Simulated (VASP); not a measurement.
# SrO in VASP: one cell, several levels of theory

SrO built on the rocksalt prototype, under +3.0 % biaxial strain in the (111) plane, free along [111] is computed at one geometry. Runs: PBE, r2SCAN. The results are then set beside those of Ansatz 0.2.0 for the same cell.

Code: VASP 6.6.1. PAW datasets, plane waves. Calculated at 0 K for a non-magnetic cell.

### Step 1. The system as given

The cell comes from an earlier relaxation with r2SCAN in another program, then strained, with the atoms relaxed again.

The symmetry is R-3m (No. 166, trigonal); conventional cell a = 3.758 Å, c = 8.753 Å, 17.84 Å³ an atom. Sr has 6 O at 2.61 Å; O has 6 Sr at 2.61 Å.

The structure in full:

```cif
data_structure
_symmetry_space_group_name_H-M 'R-3m:H'
_symmetry_Int_Tables_number 166
_cell_length_a 3.7580
_cell_length_b 3.7580
_cell_length_c 8.7533
_cell_angle_alpha 90.000
_cell_angle_beta 90.000
_cell_angle_gamma 120.000
_cell_volume 107.06
loop_
_atom_site_label
_atom_site_type_symbol
_atom_site_symmetry_multiplicity
_atom_site_Wyckoff_symbol
_atom_site_fract_x
_atom_site_fract_y
_atom_site_fract_z
_atom_site_occupancy
Sr1 Sr 3 a 0.00000 0.00000 0.00000 1
O1 O 3 b 0.33333 0.66667 0.16667 1
```

### Step 2. PBE at this geometry

The input, INCAR:

```
ENCUT = 520.000000
SIGMA = 0.020000
EDIFF = 1.00e-07
GGA = PE
PREC = Accurate
IBRION = -1
ISIF = 2
ISMEAR = -1
NBANDS = 15
NELM = 120
NSW = 0
LASPH = .TRUE.
LCHARG = .TRUE.
LELF = .TRUE.
LWAVE = .FALSE.
LREAL = .FALSE.
```

The input, KPOINTS:

```
KPOINTS created by Atomic Simulation Environment
0
Gamma
8 8 8
0 0 0
```

The input, KPOINTS_OPT:

```
special points
7
Reciprocal
0.0000000000 0.0000000000 0.0000000000 1
0.5000000000 0.0000000000 0.5000000000 1
0.6250000000 0.2500000000 0.6250000000 1
0.3750000000 0.3750000000 0.7500000000 1
0.5000000000 0.5000000000 0.5000000000 1
0.5000000000 0.2500000000 0.7500000000 1
0.0000000000 0.5000000000 0.5000000000 1
```

The input, POSCAR:

```
Sr O
 1.0000000000000000
    -0.0869525121000000    2.5703365835000000    2.5703365835000000
     2.5703365835000000   -0.0869525121000000    2.5703365835000000
     2.5703365835000000    2.5703365835000000   -0.0869525121000000
 Sr  O
   1   1
Cartesian
  0.0000000000000000  0.0000000000000000  0.0000000000000000
  2.5268603274500001  2.5268603274500001  2.5268603274500001
```

The run uses the recommended PBE PAW datasets (16 valence electrons a neutral cell).

Command:

```sh
$ mpirun -np 1 vasp_std
```

Printed to the terminal (iteration lines stand in OSZICAR):

```text
POSCAR found type information on POSCAR SrO
 POSCAR found :  2 types and       2 ions
 LDA part: xc-table for (Slater+PW92), standard interpolation
 POSCAR, INCAR and KPOINTS ok, starting setup
 FFT: planning ... GRIDC
 FFT: planning ... GRID_SOFT
 FFT: planning ... GRID
 WAVECAR not read
 entering main loop
 Start KPOINTS_OPT (optional k-point list driver)
k-point batch [1-7\7]
```

OSZICAR:

```text
N       E                     dE             d eps       ncg     rms          rms(c)
DAV:   1     0.677306901245E+02    0.67731E+02   -0.84023E+03  1950   0.104E+03
DAV:   2    -0.109921556019E+02   -0.78723E+02   -0.71702E+02  2748   0.216E+02
DAV:   3    -0.141777765735E+02   -0.31856E+01   -0.31693E+01  2620   0.392E+01
DAV:   4    -0.142327714675E+02   -0.54995E-01   -0.54986E-01  2443   0.501E+00
DAV:   5    -0.142341082021E+02   -0.13367E-02   -0.13367E-02  2574   0.607E-01    0.150E+01
DAV:   6    -0.122021667712E+02    0.20319E+01   -0.68794E+00  1999   0.192E+01    0.177E+01
DAV:   7    -0.120445372974E+02    0.15763E+00   -0.33487E-01  2237   0.502E+00    0.102E+01
DAV:   8    -0.120333137764E+02    0.11224E-01   -0.12416E-01  2545   0.357E+00    0.362E-01
DAV:   9    -0.120343029737E+02   -0.98920E-03   -0.65147E-03  2357   0.522E-01    0.235E-01
DAV:  10    -0.120347416406E+02   -0.43867E-03   -0.44080E-04  2160   0.203E-01    0.936E-02
DAV:  11    -0.120349097352E+02   -0.16809E-03   -0.18025E-04  2132   0.993E-02    0.279E-02
DAV:  12    -0.120349296814E+02   -0.19946E-04   -0.27685E-05  2125   0.379E-02    0.193E-02
DAV:  13    -0.120349293823E+02    0.29918E-06   -0.13885E-06  2272   0.108E-02    0.341E-03
DAV:  14    -0.120349292665E+02    0.11575E-06   -0.19517E-07  2566   0.335E-03    0.211E-03
DAV:  15    -0.120349292469E+02    0.19591E-07   -0.86440E-09  1129   0.101E-03
   1 F= -.12034929E+02 E0= -.12034929E+02  d E =-.318737E-13
       N       E                     dE             ncg
DAV:   1     0.821749453930E+03   -0.42784E+04      210
DAV:   2     0.310314561150E+03   -0.51143E+03      266
DAV:   3     0.290218063057E+03   -0.20096E+02      304
DAV:   4     0.289842976947E+03   -0.37509E+00      239
DAV:   5     0.289834339447E+03   -0.86375E-02      267
DAV:   6     0.289834038192E+03   -0.30125E-03      252
DAV:   7     0.289834026037E+03   -0.12155E-04      251
DAV:   8     0.289834025539E+03   -0.49752E-06      220
DAV:   9     0.289834025517E+03   -0.21813E-07      176
```

The lines after F= are the extra pass for the points of KPOINTS_OPT, at fixed density; their E is not a total energy.

OUTCAR, selected sections:

```text
k-points           NKPTS =     65   k-points in BZ     NKDIM =     65   number of bands    NBANDS=     15

   NELECT =      16.0000    total number of electrons

   dimension x,y,z NGX =    28 NGY =   28 NGZ =   28
   dimension x,y,z NGXF=    56 NGYF=   56 NGZF=   56

  energy-cutoff  :      520.00
  volume of cell :       35.69
      direct lattice vectors                 reciprocal lattice vectors
    -0.086952512  2.570336584  2.570336584    -0.184924245  0.191399130  0.191399130
     2.570336584 -0.086952512  2.570336584     0.191399130 -0.184924245  0.191399130
     2.570336584  2.570336584 -0.086952512     0.191399130  0.191399130 -0.184924245

 k-points in reciprocal lattice and weights: KPOINTS created by Atomic Simulation Env
   0.00000000  0.00000000  0.00000000       0.002
   0.12500000  0.00000000 -0.00000000       0.012
   0.25000000  0.00000000 -0.00000000       0.012
   0.37500000 -0.00000000 -0.00000000       0.012
   0.50000000  0.00000000 -0.00000000       0.006
   0.12500000  0.12500000 -0.00000000       0.012
   0.25000000  0.12500000 -0.00000000       0.023
   0.37500000  0.12500000 -0.00000000       0.023
[... 57 more k-points ...]

 E-fermi :   2.0202

 k-point     1 :       0.0000    0.0000    0.0000
  band No.  band energies     occupation
      1     -31.1405      2.00000
      2     -13.5815      2.00000
      3     -12.8257      2.00000
      4     -12.8257      2.00000
      5     -12.8129      2.00000
      6       1.4177      2.00000
      7       1.4177      2.00000
      8       1.5213      2.00000
      9       5.0700      0.00000
     10       7.3188      0.00000
     11       7.3188      0.00000
     12       7.9729      0.00000
     13       9.6250      0.00000
     14       9.6250      0.00000
     15      13.9304      0.00000

 k-point     2 :       0.1250    0.0000   -0.0000
  band No.  band energies     occupation
      1     -31.1252      2.00000
      2     -13.9681      2.00000
      3     -12.8322      2.00000
      4     -12.8274      2.00000
      5     -12.4752      2.00000
      6       0.9897      2.00000
      7       1.2339      2.00000
      8       1.3476      2.00000
      9       5.7357      0.00000
     10       7.2780      0.00000
     11       7.5894      0.00000
     12       8.2004      0.00000
     13       9.9906      0.00000
     14       9.9958      0.00000
     15      14.8131      0.00000

 k-point     3 :       0.2500    0.0000   -0.0000
  band No.  band energies     occupation
      1     -31.0881      2.00000
      2     -14.5132      2.00000
      3     -12.8589      2.00000
      4     -12.8478      2.00000
      5     -12.0198      2.00000
      6       0.2039      2.00000
      7       0.8352      2.00000
      8       0.9914      2.00000
      9       7.0805      0.00000
     10       7.4021      0.00000
     11       8.3158      0.00000
     12       8.9449      0.00000
     13      10.9250      0.00000
     14      10.9268      0.00000
     15      16.5430      0.00000

 k-point     4 :       0.3750   -0.0000   -0.0000
  band No.  band energies     occupation
      1     -31.0504      2.00000
      2     -14.9079      2.00000
      3     -12.8899      2.00000
      4     -12.8630      2.00000
      5     -11.7148      2.00000
      6      -0.4101      2.00000
      7       0.4845      2.00000
      8       0.6781      2.00000
      9       7.5082      0.00000
     10       8.7546      0.00000
     11       9.1915      0.00000
     12       9.8591      0.00000
     13      12.0757      0.00000
     14      12.1124      0.00000
     15      16.1418      0.00000

 k-point     5 :       0.5000    0.0000   -0.0000
  band No.  band energies     occupation
      1     -31.0347      2.00000
      2     -15.0504      2.00000
      3     -12.9025      2.00000
      4     -12.8692      2.00000
      5     -11.6091      2.00000
      6      -0.6360      2.00000
      7       0.3501      2.00000
      8       0.5579      2.00000
      9       7.6952      0.00000
     10       9.4959      0.00000
     11       9.6158      0.00000
     12      10.2840      0.00000
     13      12.8181      0.00000
     14      12.8794      0.00000
     15      15.4046      0.00000

 k-point     6 :       0.1250    0.1250   -0.0000
  band No.  band energies     occupation
      1     -31.1190      2.00000
      2     -13.9959      2.00000
      3     -12.8754      2.00000
      4     -12.8612      2.00000
      5     -12.4157      2.00000
      6       0.7311      2.00000
      7       1.3444      2.00000
      8       1.4224      2.00000
      9       5.8179      0.00000
     10       6.8747      0.00000
     11       7.9491      0.00000
     12       8.3715      0.00000
     13       9.8241      0.00000
     14      10.3567      0.00000
     15      15.1667      0.00000

 k-point     7 :       0.2500    0.1250   -0.0000
  band No.  band energies     occupation
      1     -31.0885      2.00000
      2     -14.3590      2.00000
      3     -12.9041      2.00000
      4     -12.8931      2.00000
      5     -12.1531      2.00000
      6       0.2447      2.00000
      7       1.0498      2.00000
      8       1.2421      2.00000
      9       6.5532      0.00000
     10       6.8669      0.00000
     11       8.5972      0.00000
     12       9.1458      0.00000
     13      10.3728      0.00000
     14      11.1220      0.00000
     15      16.7056      0.00000

 k-point     8 :       0.3750    0.1250   -0.0000
  band No.  band energies     occupation
      1     -31.0512      2.00000
      2     -14.7318      2.00000
      3     -12.9391      2.00000
      4     -12.9135      2.00000
      5     -11.9081      2.00000
      6      -0.1486      2.00000
      7       0.6289      2.00000
      8       0.9176      2.00000
      9       6.8544      0.00000
     10       8.1367      0.00000
     11       9.3799      0.00000
     12      10.0537      0.00000
     13      11.5170      0.00000
     14      11.9844      0.00000
     15      16.4546      0.00000

 k-point     9 :       0.5000    0.1250    0.0000
  band No.  band energies     occupation
      1     -31.0290      2.00000
      2     -14.9321      2.00000
      3     -12.9834      2.00000
      4     -12.9176      2.00000
      5     -11.7574      2.00000
      6      -0.3844      2.00000
      7       0.4575      2.00000
      8       0.6602      2.00000
      9       7.4485      0.00000
     10       8.6699      0.00000
     11      10.0699      0.00000
     12      10.5435      0.00000
     13      12.6258      0.00000
     14      12.8866      0.00000
     15      14.9378      0.00000

 k-point    10 :      -0.3750    0.1250   -0.0000
  band No.  band energies     occupation
      1     -31.0354      2.00000
      2     -14.8977      2.00000
      3     -13.0176      2.00000
      4     -12.8888      2.00000
      5     -11.7404      2.00000
      6      -0.3713      2.00000
      7       0.5256      2.00000
      8       0.6703      2.00000
      9       7.6341      0.00000
     10       8.4584      0.00000
     11       9.7124      0.00000
     12      10.2070      0.00000
     13      12.5018      0.00000
     14      12.7777      0.00000
     15      15.0984      0.00000

 k-point    11 :      -0.2500    0.1250    0.0000
  band No.  band energies     occupation
      1     -31.0664      2.00000
      2     -14.6488      2.00000
      3     -13.0018      2.00000
      4     -12.8495      2.00000
      5     -11.8819      2.00000
      6      -0.0622      2.00000
      7       0.6917      2.00000
      8       0.9928      2.00000
      9       7.2443      0.00000
     10       7.6380      0.00000
     11       8.8510      0.00000
     12       9.4479      0.00000
     13      11.4291      0.00000
     14      11.6882      0.00000
     15      16.7516      0.00000

 k-point    12 :      -0.1250    0.1250    0.0000
  band No.  band energies     occupation
      1     -31.1036      2.00000
      2     -14.2792      2.00000
      3     -12.9246      2.00000
      4     -12.8242      2.00000
      5     -12.1713      2.00000
      6       0.4710      2.00000
      7       0.9999      2.00000
      8       1.2815      2.00000
      9       6.4690      0.00000
     10       7.0839      0.00000
     11       8.0980      0.00000
     12       8.7149      0.00000
     13      10.3511      0.00000
     14      10.7337      0.00000
     15      15.9510      0.00000

[... the tables of k-points 13 to 65 left out ...]

  Total       -0.2408470     -0.2408470     -0.2408470      0.3680100      0.3680100      0.3680100
  in kB      -10.8134196    -10.8134196    -10.8134196     16.5227129     16.5227129     16.5227129
  external PRESSURE =     -10.8134196 kB  Pullay stress =       0.0000000 kB

 POSITION                                       TOTAL-FORCE (eV/Angst)
 -----------------------------------------------------------------------------------
      0.00000      0.00000      0.00000         0.000000      0.000000     -0.000000
      2.52686      2.52686      2.52686        -0.000000     -0.000000      0.000000
 -----------------------------------------------------------------------------------
    total drift:                                0.000000      0.000000      0.000000

  FREE ENERGIE OF THE ION-ELECTRON SYSTEM (eV)
  ---------------------------------------------------
  free  energy   TOTEN  =       -12.0349292469 eV

  energy  without entropy=      -12.0349292469  energy(sigma->0) =      -12.03492925
```

Hardware: 1 MPI rank of Intel Xeon Platinum 8488C, shared host.

The levels at the points of KPOINTS_OPT are read from vasprun.xml.

Band energies at the special points (eV, zero at the top of v, the last band that the electrons fill by count):

```tsv
point	v−1	v	c	c+1
Γ	-0.10	0.00	3.55	5.80
X	-0.24	-0.15	3.20	7.33
U	-0.70	-0.60	4.73	7.48
K	-0.70	-0.60	4.73	7.48
L	-1.26	-1.26	6.36	8.07
W	-0.59	-0.53	5.74	5.86
```

Gap with PBE: 3.20 eV, valence top at Γ, conduction bottom at X. Least direct gap: 3.35 eV. Pressure: -1.08 GPa; the forces vanish within 0.01 eV/Å.

Axes a, b and c in the maps are those of this run's conventional cell (a, b, c = 3.758, 3.758, 8.753 Å).

Density in a lattice plane of the grid's cell (edges 3.76 and 8.75 Å, at 0.000 of the third edge), which holds Sr and O.

Values in e/Å³, 12 rows by 6 columns:
```
1.61 0.68 0.12 0.11 0.12 0.68
0.07 0.07 0.14 0.25 0.14 0.07
0.03 0.04 0.12 0.21 0.12 0.04
0.07 0.07 0.17 0.37 0.17 0.07
1.04 0.40 0.12 0.13 0.12 0.40
8.01 1.80 0.15 0.05 0.15 1.80
1.04 0.40 0.12 0.13 0.12 0.40
0.07 0.07 0.17 0.37 0.17 0.07
0.03 0.04 0.12 0.21 0.12 0.04
0.07 0.07 0.14 0.25 0.14 0.07
1.61 0.68 0.12 0.11 0.12 0.68
3.35 2.10 0.18 0.05 0.18 2.10
```
Columns run along the first of these edges and rows up along the second, over one cell in 6 and 12 even steps from the bottom left corner. Atoms in the plane (fractional): Sr at (0.00, 0.00), O at (1.00, 0.50).

ELF in the same plane.

Ten even steps from ' ' (0.02) to '@' (0.83):
```
%%@@@@::  ..  ::@@@@
@@%%--  ::++::  --%%
..    ::++**++::    
      ::------::    
                    
        ::--::      
==::    ==**==    ::
@@%%--  ..::..  --%%
@@@@%%--      --%%@@
--%%@@**      **@@%%
@@@@%%--      --%%@@
@@%%--  ..::..  --%%
==::    ==**==    ::
        ::--::      
                    
      ::------::    
..    ::++**++::    
@@%%--  ::++::  --%%
%%@@@@::  ..  ::@@@@
++%%@@++      ++@@%%
```
Columns run along the first of these edges and rows up along the second, over one cell in 10 and 20 even steps from the bottom left corner. Atoms in the plane (fractional): Sr at (0.00, 0.00), O at (1.00, 0.50).

Both are smooth fields of the valence electrons: close to the nuclei they are not physical.

Maxima of ELF outside the ion cores: 0.83 in the shell around O, 0.6 Å from O.

(Part 1 of 2 ends here.)
